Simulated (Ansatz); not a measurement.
## PbF2 in the fluorite structure: a workflow

**What was measured.** A cell as deposited of cubic PbF2 (space group Fm-3m), temperature not stated, from the Crystallography Open Database (2011, doi:10.1127/0935-1221/2011/0023-2136), has a = 5.931 Å and 17.38 Å³/atom.

Method: PBE, scalar-relativistic; no spin polarisation; PAW, 420 eV, Γ-centred 10×10×10 mesh, 0.05 eV Gaussian smearing; code Ansatz; PAW files: Ansatz's generated set soft_2.

The start was a prototype's sites filled with these elements; the Crystallography Open Database holds the compound in this structure.

The start, 1 % over the database's volume:

```cif
data_structure
_symmetry_space_group_name_H-M 'P 1'
_symmetry_Int_Tables_number 1
_cell_length_a 4.2140
_cell_length_b 4.2140
_cell_length_c 4.2140
_cell_angle_alpha 60.000
_cell_angle_beta 60.000
_cell_angle_gamma 60.000
_cell_volume 52.91
loop_
_atom_site_label
_atom_site_type_symbol
_atom_site_fract_x
_atom_site_fract_y
_atom_site_fract_z
_atom_site_occupancy
Pb1 Pb 0.00000 0.00000 0.00000 1
F1 F 0.25000 0.25000 0.25000 1
F2 F 0.75000 0.75000 0.75000 1
```

The first steps of the search for zero pressure:

```tsv
run	level	k-mesh	kind	V (Å³/atom)	P (GPa)	gap on the mesh (eV)
1	PBE	10×10×10	fixed cell	17.64	1.5	4.43
2	PBE	10×10×10	fixed cell	17.81	0.8	4.43
```

(1) At which volume does PBE reach zero pressure?

Answer:

(1) 18.01 Å³/atom, about 2.1 % over the start.

The steps that followed:

```tsv
run	level	k-mesh	kind	V (Å³/atom)	P (GPa)	E − E(final) (meV/atom)	gap on the mesh (eV)
3	PBE	10×10×10	fixed cell	18.01	0.0	0.0	4.43
```

The cell is relaxed to zero pressure at this level.

The final structure (symmetry read at 0.01 Å). It takes space group Fm-3m (No. 225, cubic). The conventional cell has a = 6.001 Å, b = 6.001 Å, c = 6.001 Å, α = 90.00°, β = 90.00°, γ = 90.00°. Around Pb (site symmetry m-3m) lie 8 F at 2.60 Å. Around F (site symmetry -43m) lie 4 Pb at 2.60 Å. (Neighbours are counted to 15 % beyond the shortest distance.)

```csv
atom,site,symmetry,x,y,z
Pb,4a,m-3m,0.0000,0.0000,0.0000
F,8c,-43m,0.2500,0.7500,0.7500
```

At the final geometry the gap, band path included, is 4.42 eV. The equation of state gives B0 = 67 GPa and B0′ = 4.8. The elastic tensor is positive definite (smallest eigenvalue 20 GPa). Against the elements' standard states, run alike and uncorrected, the formation energy is -2.37 eV/atom. 

**Reading the result.**

Within 0.6 eV of the edges the projected states are 70 % F 2p at the top of the valence band and 85 % Pb 6p at the bottom of the conduction band. The valence edge mixes anion p with metal states, so the bond is partly covalent and the gap isn't a plain transfer from F to Pb.

Bader charges against formal ones: Pb +1.58 (+2), F −0.79 (−1). The cations give up 79 % of the formal charge; Bader charges stay under formal ones because the anions' density reaches into the cations' basins.

**Against experiment.** PBE gives 6.001 Å and 18.01 Å³/atom, +3.6 % in volume (+1.2 % in length) from the database's cell. PBE usually overestimates volumes by a few per cent. The static lattice also lacks zero-point motion and thermal expansion, roughly 1.0 to 2.6 % in volume at 300 K (room temperature assumed) by Grüneisen's rule, γ·3k_BT/(B0·V0) with γ of 1 to 2.5, so its own overestimate is larger than the figure. Spin–orbit coupling, left out, also moves the volume of such heavy elements' compounds.

Kohn–Sham gaps of semilocal functionals lie under measured ones, often by a third or more. For elements this heavy, spin–orbit coupling would shift levels and gaps; it isn't included here.
